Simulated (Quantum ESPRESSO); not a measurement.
# Fe: magnetism against biaxial strain

How does biaxial strain change the magnetic state of Fe?

Calculated with Quantum ESPRESSO 7.5; PBE; plane waves with GBRV 1.5 PBE potentials, no spin-orbit coupling.

**1. Starting point**

It takes space group Im-3m (No. 229, cubic). Conventional cell: a = 2.866 Å, b = 2.866 Å, c = 2.866 Å, α = 90.00°, β = 90.00°, γ = 90.00°. Fe has 8 Fe at 2.48 Å nearest.

The lattice constants were typed from memory of published values and not checked against a source.

**2. Biaxial 0.94, ferro +**

Lengths in the Cartesian xy plane scale by the factor; z is kept. Atoms keep their fractional places. Seeded atoms are those given a starting moment.

Input file pw.in:

```
&CONTROL
  calculation = 'scf'
  prefix = 'pwscf'
  outdir = './tmp'
  pseudo_dir = './pseudo'
  disk_io = 'nowf'
  tprnfor = .true.
  tstress = .true.
/
&SYSTEM
  ibrav = 0
  celldm(1) = 8
  nat = 1
  ntyp = 1
  ecutwfc = 40
  ecutrho = 280
  nbnd = 15
  occupations = 'smearing'
  smearing = 'fd'
  degauss = 0.00367493
  nspin = 2
  starting_magnetization(1) = 0.175
/
&ELECTRONS
  conv_thr = 2d-09
  electron_maxstep = 150
  mixing_beta = 0.3
/
ATOMIC_SPECIES
Fe     55.8450 fe_pbe_v1.5.uspp.F.UPF
CELL_PARAMETERS alat
  -0.3181873605492    0.3181873605492    0.3384971920736
   0.3181873605492   -0.3181873605492    0.3384971920736
   0.3181873605492    0.3181873605492   -0.3384971920736
ATOMIC_POSITIONS crystal
Fe      0.0000000000    0.0000000000    0.0000000000
K_POINTS automatic
20 20 20 0 0 0
```

The run is started by

```
> OMP_NUM_THREADS=1 mpirun -n 4 pw.x -nk 4 -in pw.in > pw.out
```

Output:

```text
Program PWSCF v.7.5 starts

     Message from routine setup:
     using ibrav=0 with symmetry is DISCOURAGED, use correct ibrav instead

     K-points division:     npool     =       4
     Subspace diagonalization in iterative solution of the eigenvalue problem:

     bravais-lattice index     =            0
     lattice parameter (alat)  =       8.0000  a.u.
     unit-cell volume          =      70.1861 (a.u.)^3
     number of atoms/cell      =            1
     number of atomic types    =            1
     number of electrons       =        16.00
     number of Kohn-Sham states=           15
     kinetic-energy cutoff     =      40.0000  Ry
     charge density cutoff     =     280.0000  Ry
     scf convergence threshold =      2.0E-09
     mixing beta               =       0.3000
     number of iterations used =            8  plain     mixing
     Exchange-correlation=  SLA  PW   PBX  PBC
                           (   1   4   3   4   0   0   0)

     celldm(1)=   8.000000  celldm(2)=   0.000000  celldm(3)=   0.000000
     celldm(4)=   0.000000  celldm(5)=   0.000000  celldm(6)=   0.000000

     crystal axes: (cart. coord. in units of alat)
               a(1) = (  -0.318187   0.318187   0.338497 )
               a(2) = (   0.318187  -0.318187   0.338497 )
               a(3) = (   0.318187   0.318187  -0.338497 )

     reciprocal axes: (cart. coord. in units 2 pi/alat)
               b(1) = (  0.000000  1.571401  1.477117 )
               b(2) = (  1.571401  0.000000  1.477117 )
               b(3) = (  1.571401  1.571401  0.000000 )

     PseudoPot. # 1 for Fe read from file:
     fe_pbe_v1.5.uspp.F.UPF
     Pseudo is Ultrasoft + core correction, Zval = 16.0

     atomic species   valence    mass     pseudopotential
     Fe               16.00    55.84500     Fe( 1.00)

     Starting magnetic structure
     atomic species   magnetization
     Fe              0.175

     16 Sym. Ops., with inversion, found

   Cartesian axes

     site n.     atom                  positions (alat units)
         1        Fe     tau(   1) = (   0.0000000   0.0000000   0.0000000  )

     number of k points=   641  Fermi-Dirac smearing, width (Ry)=  0.0037

     Number of k-points >= 100: set verbosity='high' to print them.

     Dense  grid:     5531 G-vectors     FFT dimensions: (  24,  24,  24)

     Smooth grid:     2379 G-vectors     FFT dimensions: (  20,  20,  20)

     Check: negative core charge=   -0.000070
     Generating pointlists ...
     new r_m :   0.2323 (alat units)  1.8582 (a.u.) for type    1

     Initial potential from superposition of free atoms

     starting charge      15.0000, renormalised to      16.0000
     Starting wfcs are   13 randomized atomic wfcs +    2 random wfcs

     Self-consistent Calculation

     iteration #  1     ecut=    40.00 Ry     beta= 0.30
     Davidson diagonalization with overlap
     ethr =  1.00E-02,  avg # of iterations =  4.2

     total energy              =    -249.93486967 Ry
     estimated scf accuracy    <       2.14787284 Ry

     total magnetization       =     1.86 Bohr mag/cell
     absolute magnetization    =     1.86 Bohr mag/cell

     iteration #  2     ecut=    40.00 Ry     beta= 0.30
     Davidson diagonalization with overlap
     ethr =  1.00E-02,  avg # of iterations =  1.9

     total energy              =    -250.33537232 Ry
     estimated scf accuracy    <       0.01135805 Ry

     total magnetization       =     2.24 Bohr mag/cell
     absolute magnetization    =     2.27 Bohr mag/cell

     [... further iterations left out ...]

     iteration # 10     ecut=    40.00 Ry     beta= 0.30
     Davidson diagonalization with overlap
     ethr =  5.95E-09,  avg # of iterations =  1.6

     total energy              =    -250.34145568 Ry
     estimated scf accuracy    <       0.00000004 Ry

     total magnetization       =     2.09 Bohr mag/cell
     absolute magnetization    =     2.18 Bohr mag/cell

     iteration # 11     ecut=    40.00 Ry     beta= 0.30
     Davidson diagonalization with overlap
     ethr =  2.39E-10,  avg # of iterations =  1.5

     Magnetic moment per site  (integrated on atomic sphere of radius R)
     atom   1 (R=0.232)  charge= 14.3231  magn=  2.1218

     End of self-consistent calculation

     Number of k-points >= 100: set verbosity='high' to print the bands.

     the Fermi energy is    20.3395 ev

!    total energy              =    -250.34145577 Ry
     estimated scf accuracy    <          1.6E-10 Ry
     smearing contrib. (-TS)   =      -0.00051989 Ry
     internal energy E=F+TS    =    -250.34093588 Ry

     The total energy is F=E-TS. E is the sum of the following terms:
     one-electron contribution =    -105.16573684 Ry
     hartree contribution      =      63.36074644 Ry
     xc contribution           =     -29.28211818 Ry
     ewald contribution        =    -179.25382729 Ry

     total magnetization       =     2.09 Bohr mag/cell
     absolute magnetization    =     2.18 Bohr mag/cell

     convergence has been achieved in  11 iterations

     Forces acting on atoms (cartesian axes, Ry/au):

     atom    1 type  1   force =     0.00000000    0.00000000    0.00000000

     Total force =     0.000000     Total SCF correction =     0.000000

     Computing stress (Cartesian axis) and pressure

          total   stress  (Ry/bohr**3)                   (kbar)     P=      221.33
   0.00171509   0.00000000   0.00000000          252.30        0.00        0.00
   0.00000000   0.00171509   0.00000000            0.00      252.30        0.00
   0.00000000   0.00000000   0.00108360            0.00        0.00      159.40

=------------------------------------------------------------------------------=
   JOB DONE.
=------------------------------------------------------------------------------=
```

It took 18 s on 4 MPI ranks of Arm Neoverse V2, shared host; peak memory 0.29 GiB.

Spin moment in the atom's sphere by atom:

```
atom  spin moment in the atom's sphere (μB)
 Fe1                                   2.12
```

Numbers from this step:

```
smearing term TS       : 0.007073 eV
pressure               : 22.13 GPa
magnetization          : 2.089 μB
absolute magnetization : 2.183 μB
final state            : ferromagnetic
```

**3. Biaxial 0.94, antiferro q=(1/2,1/2,1/2) +-**

The wavevector q is in fractions of the reciprocal vectors of the crystal's primitive cell, as the cells of these inputs are built from it; moments change sign between cells as cos(2π q·R).

Input file pw.in:

```
&CONTROL
  calculation = 'scf'
  prefix = 'pwscf'
  outdir = './tmp'
  pseudo_dir = './pseudo'
  disk_io = 'nowf'
  tprnfor = .true.
  tstress = .true.
/
&SYSTEM
  ibrav = 0
  celldm(1) = 8
  nat = 2
  ntyp = 2
  ecutwfc = 40
  ecutrho = 280
  nbnd = 23
  occupations = 'smearing'
  smearing = 'fd'
  degauss = 0.00367493
  nspin = 2
  starting_magnetization(1) = 0.175
  starting_magnetization(2) = -0.175
/
&ELECTRONS
  conv_thr = 4d-09
  electron_maxstep = 150
  mixing_beta = 0.3
/
ATOMIC_SPECIES
Fe1    55.8450 fe_pbe_v1.5.uspp.F.UPF
Fe2    55.8450 fe_pbe_v1.5.uspp.F.UPF
CELL_PARAMETERS alat
  -0.6363747210984    0.6363747210984    0.6769943841472
   0.0000000000000    0.0000000000000    0.6769943841472
   0.0000000000000    0.6363747210984    0.0000000000000
ATOMIC_POSITIONS crystal
Fe1     0.0000000000    0.0000000000    0.0000000000
Fe2     0.5000000000    0.0000000000    0.0000000000
K_POINTS automatic
10 20 20 0 0 0
```

Output:

```text
     [... lines left out ...]
Program PWSCF v.7.5 starts
     [... lines left out ...]
     number of atoms/cell      =            2
     [... lines left out ...]
     number of electrons       =        32.00
     number of Kohn-Sham states=           23
     kinetic-energy cutoff     =      40.0000  Ry
     charge density cutoff     =     280.0000  Ry
     scf convergence threshold =      4.0E-09
     [... lines left out ...]
     16 Sym. Ops., with inversion, found
     [... lines left out ...]
     number of k points=   366  Fermi-Dirac smearing, width (Ry)=  0.0037
     [... lines left out ...]
     iteration # 30     ecut=    40.00 Ry     beta= 0.30
     [... lines left out ...]
     Magnetic moment per site  (integrated on atomic sphere of radius R)
     atom   1 (R=0.232)  charge= 14.3231  magn=  0.9264
     atom   2 (R=0.232)  charge= 14.3231  magn= -0.9266
     [... lines left out ...]
     the Fermi energy is    20.4158 ev
!    total energy              =    -500.62764091 Ry
     estimated scf accuracy    <          2.2E-09 Ry
     smearing contrib. (-TS)   =      -0.00320832 Ry
     [... lines left out ...]
     total magnetization       =    -0.00 Bohr mag/cell
     absolute magnetization    =     1.93 Bohr mag/cell
     convergence has been achieved in  30 iterations
     [... lines left out ...]
     Total force =     0.000000     Total SCF correction =     0.000000
     [... lines left out ...]
          total   stress  (Ry/bohr**3)                   (kbar)     P=       73.64
     [... lines left out ...]
```

Run time: 2.6 min. Hardware: 4 MPI ranks; peak memory 0.4 GiB; 10 min of CPU time.

Spin moment in the atom's sphere by atom:

```
atom  spin moment in the atom's sphere (μB)
 Fe1                                  0.926
 Fe2                                 -0.927
```

Numbers from this step:

* smearing term TS: 0.04365 eV
* pressure: 7.364 GPa
* magnetization: 0 μB
* absolute magnetization: 1.928 μB
* final state: antiferromagnetic

**4. Biaxial 0.94, no spin polarisation**

Input file pw.in:

```
&CONTROL
  calculation = 'scf'
  prefix = 'pwscf'
  outdir = './tmp'
  pseudo_dir = './pseudo'
  disk_io = 'nowf'
  tprnfor = .true.
  tstress = .true.
/
&SYSTEM
  ibrav = 0
  celldm(1) = 8
  nat = 1
  ntyp = 1
  ecutwfc = 40
  ecutrho = 280
  nbnd = 14
  occupations = 'smearing'
  smearing = 'fd'
  degauss = 0.00367493
/
&ELECTRONS
  conv_thr = 2d-09
  electron_maxstep = 150
  mixing_beta = 0.3
/
ATOMIC_SPECIES
Fe     55.8450 fe_pbe_v1.5.uspp.F.UPF
CELL_PARAMETERS alat
  -0.3181873605492    0.3181873605492    0.3384971920736
   0.3181873605492   -0.3181873605492    0.3384971920736
   0.3181873605492    0.3181873605492   -0.3384971920736
ATOMIC_POSITIONS crystal
Fe      0.0000000000    0.0000000000    0.0000000000
K_POINTS automatic
20 20 20 0 0 0
```

Output:

```text
     [... lines left out ...]
Program PWSCF v.7.5 starts
     [... lines left out ...]
     number of atoms/cell      =            1
     [... lines left out ...]
     number of electrons       =        16.00
     number of Kohn-Sham states=           14
     kinetic-energy cutoff     =      40.0000  Ry
     charge density cutoff     =     280.0000  Ry
     scf convergence threshold =      2.0E-09
     [... lines left out ...]
     16 Sym. Ops., with inversion, found
     [... lines left out ...]
     number of k points=   641  Fermi-Dirac smearing, width (Ry)=  0.0037
     [... lines left out ...]
     iteration #  9     ecut=    40.00 Ry     beta= 0.30
     [... lines left out ...]
     the Fermi energy is    20.3630 ev
!    total energy              =    -250.31279191 Ry
     estimated scf accuracy    <          6.2E-10 Ry
     smearing contrib. (-TS)   =      -0.00186083 Ry
     [... lines left out ...]
     convergence has been achieved in   9 iterations
     [... lines left out ...]
     Total force =     0.000000     Total SCF correction =     0.000000
     [... lines left out ...]
          total   stress  (Ry/bohr**3)                   (kbar)     P=       18.70
     [... lines left out ...]
```

Elapsed: 7.2 s, on 4 MPI ranks; peak memory 0.24 GiB.

Numbers from this step:

```yaml
smearing_term_ts: 0.02532 eV
pressure: 1.870 GPa
final_state: non-magnetic (no spin polarisation)
```

**5. Biaxial 1.06, ferro +**

pw.in: that of step 4 with these lines changed.

```diff
@@ -16,3 +16,3 @@
   ecutrho = 280
-  nbnd = 14
+  nbnd = 15
   occupations = 'smearing'
@@ -20,2 +20,4 @@
   degauss = 0.00367493
+  nspin = 2
+  starting_magnetization(1) = 0.175
 /
@@ -29,5 +31,5 @@
 CELL_PARAMETERS alat
-  -0.3181873605492    0.3181873605492    0.3384971920736
-   0.3181873605492   -0.3181873605492    0.3384971920736
-   0.3181873605492    0.3181873605492   -0.3384971920736
+  -0.3588070235980    0.3588070235980    0.3384971920736
+   0.3588070235980   -0.3588070235980    0.3384971920736
+   0.3588070235980    0.3588070235980   -0.3384971920736
 ATOMIC_POSITIONS crystal
```

Output:

```text
     [... lines left out ...]
Program PWSCF v.7.5 starts
     [... lines left out ...]
     number of atoms/cell      =            1
     [... lines left out ...]
     number of electrons       =        16.00
     number of Kohn-Sham states=           15
     kinetic-energy cutoff     =      40.0000  Ry
     charge density cutoff     =     280.0000  Ry
     scf convergence threshold =      2.0E-09
     [... lines left out ...]
     16 Sym. Ops., with inversion, found
     [... lines left out ...]
     number of k points=   641  Fermi-Dirac smearing, width (Ry)=  0.0037
     [... lines left out ...]
     iteration # 11     ecut=    40.00 Ry     beta= 0.30
     [... lines left out ...]
     Magnetic moment per site  (integrated on atomic sphere of radius R)
     atom   1 (R=0.252)  charge= 14.5112  magn=  2.7048
     [... lines left out ...]
     the Fermi energy is    15.1577 ev
!    total energy              =    -250.33908154 Ry
     estimated scf accuracy    <          8.1E-10 Ry
     smearing contrib. (-TS)   =      -0.00059575 Ry
     [... lines left out ...]
     total magnetization       =     2.62 Bohr mag/cell
     absolute magnetization    =     2.80 Bohr mag/cell
     convergence has been achieved in  11 iterations
     [... lines left out ...]
     Total force =     0.000000     Total SCF correction =     0.000000
     [... lines left out ...]
          total   stress  (Ry/bohr**3)                   (kbar)     P=     -157.37
     [... lines left out ...]
```

Elapsed: 19 s, on 4 MPI ranks; peak memory 0.32 GiB; 77 s of CPU time.

This step gave:

| Item | Value |
| --- | --- |
| smearing term TS | 0.008106 eV |
| pressure | -15.74 GPa |
| magnetization | 2.625 μB |
| absolute magnetization | 2.8 μB |
| final state | ferromagnetic |
| largest moment | 2.705 μB |

**6. All points**

The runs not shown differ from these in the moved quantity alone.

States, by row:

```
biaxial        ferro +  antiferro q=(1/2,1/2,1/2) +-  no spin polarisation
   0.94  ferromagnetic             antiferromagnetic          non-magnetic
  0.955  ferromagnetic             antiferromagnetic          non-magnetic
   0.97  ferromagnetic             antiferromagnetic          non-magnetic
  0.985  ferromagnetic             antiferromagnetic          non-magnetic
      1  ferromagnetic             antiferromagnetic          non-magnetic
  1.015  ferromagnetic             antiferromagnetic          non-magnetic
   1.03  ferromagnetic             antiferromagnetic          non-magnetic
  1.045  ferromagnetic             antiferromagnetic          non-magnetic
   1.06  ferromagnetic             antiferromagnetic          non-magnetic
```

Table of largest site moment by biaxial:

```
biaxial (factor)  ferro + (μB)  antiferro q=(1/2,1/2,1/2) +- (μB)
          0.9400          2.12                              0.927
          0.9550          2.18                               1.25
          0.9700          2.24                               1.46
          0.9850          2.29                               1.65
          1.0000          2.34                               1.84
          1.0150          2.44                               2.04
          1.0300          2.57                               2.20
          1.0450          2.66                               2.33
          1.0600          2.70                               2.44
```

Table of energy less that of the parallel start by biaxial; values in meV a seeded atom:

```
biaxial (factor)  antiferro q=(1/2,1/2,1/2) +-  no spin polarisation
          0.9400                           376                   390
          0.9550                           417                   450
          0.9700                           446                   504
          0.9850                           466                   552
          1.0000                           476                   594
          1.0150                           477                   634
          1.0300                           475                   675
          1.0450                           470                   718
          1.0600                           463                   761
```

The energy over the lowest by biaxial; values in meV an atom:

```
biaxial (factor)  ferro +  antiferro q=(1/2,1/2,1/2) +-  no spin polarisation
          0.9400     75.6                           452                   466
          0.9550     33.2                           450                   484
          0.9700     8.76                           455                   513
          0.9850        0                           466                   552
          1.0000     5.43                           481                   600
          1.0150     22.2                           499                   656
          1.0300     45.1                           520                   720
          1.0450     73.2                           543                   791
          1.0600      108                           570                   869
```

**7. Summary of results**

```json
{"moment, parallel start": "2.12 to 2.70 μB", "states met from these starts": "antiferromagnetic and ferromagnetic"}
```

The moment of the parallel start goes from 2.12 μB at 0.94 to 2.70 μB at 1.06. The net moment of the cell goes from 2.09 to 2.62 μB. The radius of the spheres follows the nearest distance, so part of the change of the site moments is the spheres'. The largest moment of the start antiferro q=(1/2,1/2,1/2) +- lies between 0.927 and 2.44 μB. The start antiferro q=(1/2,1/2,1/2) +- lies over the parallel one at every finished point, by 376 to 477 meV a seeded atom.

[Logs and program files are shortened in this print: banners, set-up blocks, solver, clock and traceback lines can be left out without a mark of their own.]

[Logs are printed without paths, hosts, clocks, repeated set-up lines and the standing remarks that a program may print on its own settings, such as how far it seeks lower states.]

[Hosts, paths, dates, database ids (printed as entryN), source tags and the programs' standing remarks are cut or masked in the printed files.]

[Where a cell is said to come from a database of computed structures, the database is the Materials Project.]
